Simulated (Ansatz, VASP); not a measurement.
# One calculation of Zn, two programs

```
CELL_PARAMETERS angstrom
2.57097 0.00000 0.00000
-1.28549 2.22653 0.00000
0.00000 0.00000 4.73619
ATOMIC_POSITIONS crystal
Zn 0.33333 0.66667 0.25000
Zn 0.66667 0.33333 0.75000
```

Alike in both runs: task single point; functional LDA; k mesh 14 × 14 × 7; occupations methfessel-paxton of order 1, width 0.1 eV; no spin polarisation.

|  | VASP | Ansatz |
| --- | --- | --- |
| version | VASP 6.6.1 | Ansatz 0.2.0 |
| potentials or method | VASP PAW LDA potentials, release 64 (Zn) | plane waves (420 eV) with PAW, scalar-relativistic |
| plane-wave cutoff (eV) | 520 | 420 |
| valence electrons in the cell | 24 | 24 |

VASP gave:

| Quantity | Value |
| --- | --- |
| pressure (GPa) | 0.7 |
| largest component of the traceless stress (GPa) | 1.85 |

**Question.** What did Ansatz give for the same quantities?

**Answer.** Pressure (GPa): 0.0; largest component of the traceless stress (GPa): 1.71.

Ansatz warned: «pseudo_functional_mismatch».
